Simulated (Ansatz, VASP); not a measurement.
One calculation of S, two programs

The input INCAR:

```
SYSTEM = S
  PREC = Accurate
  ENCUT = 520
  EDIFF = 1E-6
  ISMEAR = 0
  SIGMA = 0.1
  LREAL = .False.
  LASPH = .True.
  NELM = 60
  ALGO = Normal
  ISIF = 2
  LWAVE = .False.
  LCHARG = .False.
  GGA = PE
  NBANDS = 9
```

File KPOINTS:

```
Automatic mesh
0
Gamma
  16 16 16
  0 0 0
```

The input POSCAR:

```
S
1.0
    2.5767108266      0.0000000000      0.0000000000
    0.0000000000      2.5767108266      0.0000000000
    0.0000000000      0.0000000000      2.5767108266
S
1
Direct
    0.0000000000      0.0000000000      0.0000000000
```

Input for Ansatz:

```yaml
crystal:
  lattice:
    - [2.5767108266, 0.0, 0.0]
    - [0.0, 2.5767108266, 0.0]
    - [0.0, 0.0, 2.5767108266]
  atoms:
    - { symbol: S, position: [0.0, 0.0, 0.0] }
basis:
  ecutwfc: 420
kpoints:
  mp_grid: { grid: [16, 16, 16] }
hamiltonian:
  xc: pbe
scf:
  occupations: { method: gaussian, width: 0.1 }
output:
  forces: true
  stress: true
  eigenvalues: true
  populations: true
  write_density: true
  write_potential: true
  elf: true
  volumetric_format: npy
```

Alike in both runs: task single point; functional PBE; k mesh 16 × 16 × 16; occupations gaussian, width 0.1 eV; no spin polarisation.

```csv
,VASP,Ansatz
version,VASP 6.6.1,Ansatz 0.2.0
potentials or method,"VASP PAW PBE potentials, release 64 (S)","scalar-relativistic, plane waves, PAW"
plane-wave cutoff (eV),520,420
valence electrons in the cell,6,6
```

Ansatz gave:

| Item | Value |
| --- | --- |
| gap on the k mesh at the Fermi level (eV) | none |
| pressure (GPa) | 0.3 |

Q: Estimate VASP's values.

A: gap on the k mesh at the Fermi level (eV): none; pressure (GPa): 0.2.

A gap of «none» marks a metal or a gap that the smearing closes. With one functional, cell and mesh, what is left measures potentials, basis and numerics.
